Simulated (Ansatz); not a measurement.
Crystal: Te2Mo.

```
CELL_PARAMETERS angstrom
6.33000 0.00000 0.00000
0.00000 3.46900 0.00000
-0.94679 0.00000 13.82762
ATOMIC_POSITIONS crystal
Te 0.94370 0.75000 0.60450
Te 0.05630 0.25000 0.39550
Te 0.90300 0.25000 0.85140
Te 0.09700 0.75000 0.14860
Te 0.41120 0.75000 0.89550
Te 0.58880 0.25000 0.10450
Te 0.44320 0.25000 0.64840
Te 0.55680 0.75000 0.35160
Mo 0.81670 0.75000 0.99260
Mo 0.18330 0.25000 0.00740
Mo 0.68190 0.25000 0.49340
Mo 0.31810 0.75000 0.50660
```

```yaml
Program: Ansatz 0.2.0
Task: relaxation of cell and atoms
Functional: rPW86-PBE
Dispersion: rVV10
Potentials_or_basis: Ansatz PAW
Cutoff: "420 eV (not typed: the program's choice for these potentials)"
k_mesh: 4 × 8 × 2
Occupations: fermi-dirac, width 0.05 eV
Spin: no spin polarisation
```

At the start: volume 25.30 Å³/atom.

Question: Where does the relaxation end?

Answer: It ends after 7 steps and the volume is 26.72 Å³/atom (+5.6 %); space group P2_1/m (No. 11, to 0.05 Å).

Step by step:
```
step  energy change (eV)  largest force (eV/Å)  volume (Å³)
   1              0.0000                0.6708       303.64
   2             -0.2704                0.0929       320.25
   3             -0.2715                0.0510       321.62
   4             -0.2743                0.0159       320.54
   5             -0.2746                0.0043       320.64
   6             -0.2747                0.0035       320.59
   7             -0.2807                0.0035       320.59
```

Final structure:
```yaml
crystal:
  lattice:
    - [6.42977, 0.00000, 0.09049]
    - [0.00000, 3.56378, 0.00000]
    - [-0.76406, 0.00000, 13.98026]
  atoms:
    - { symbol: Te, position: [0.93640, 0.75000, 0.60400] }
    - { symbol: Te, position: [0.06360, 0.25000, 0.39600] }
    - { symbol: Te, position: [0.90925, 0.25000, 0.85080] }
    - { symbol: Te, position: [0.09075, 0.75000, 0.14920] }
    - { symbol: Te, position: [0.41686, 0.75000, 0.89618] }
    - { symbol: Te, position: [0.58314, 0.25000, 0.10382] }
    - { symbol: Te, position: [0.43275, 0.25000, 0.64898] }
    - { symbol: Te, position: [0.56725, 0.75000, 0.35102] }
    - { symbol: Mo, position: [0.82024, 0.75000, 0.99251] }
    - { symbol: Mo, position: [0.17976, 0.25000, 0.00749] }
    - { symbol: Mo, position: [0.67841, 0.25000, 0.49306] }
    - { symbol: Mo, position: [0.32159, 0.75000, 0.50694] }
```

Caveat: the plane-wave basis is chosen anew once the cell has moved, so the energies of steps on either side of that aren't comparable; the PAW data sets come from PBE, with cores solved anew for the run's functional, which leaves a small shift of forces and pressure.
